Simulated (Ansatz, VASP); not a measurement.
Mg in VASP and in Ansatz

```
Mg
1.0
     2.90307    0.00000    0.00000
    -1.45153    2.51413    0.00000
     0.00000    0.00000    4.68812
Mg
2
Cartesian
  0.0000 1.6761 1.1720
  1.4515 0.8380 3.5161
```

Alike in both runs: functional PBEsol; k mesh 18 × 18 × 10; occupations gaussian, width 0.05 eV; no spin polarisation.

Ansatz relaxed the structure, and its values are those at the end. VASP's run is a single point on that final structure, the one shown.

|  | VASP | Ansatz |
| --- | --- | --- |
| version | VASP 6.6.1 | Ansatz 0.2.0 |
| potentials or method | VASP PAW PBE potentials, release 64 (Mg) | scalar-relativistic, plane waves, PAW |
| plane-wave cutoff (eV) | 520 | 420 |
| valence electrons in the cell | 4 | 20 |

VASP gave:

```
gap on the k mesh at the Fermi level (eV) : none
pressure (GPa)                            : 17.7
```

What did Ansatz give for the same quantities?

gap on the k mesh at the Fermi level (eV): none; pressure (GPa): 17.5.

A gap of «none» marks a metal or a gap that the smearing closes. With one functional, cell and mesh, what is left measures potentials, basis and numerics. The two sets of potentials don't hold the same shells in valence.

Caveats: so large a pressure means that the cell lies far from this level's equilibrium, or that cutoff or potentials fall short (VASP); the potentials were made for another functional, which shifts forces and pressure (VASP).
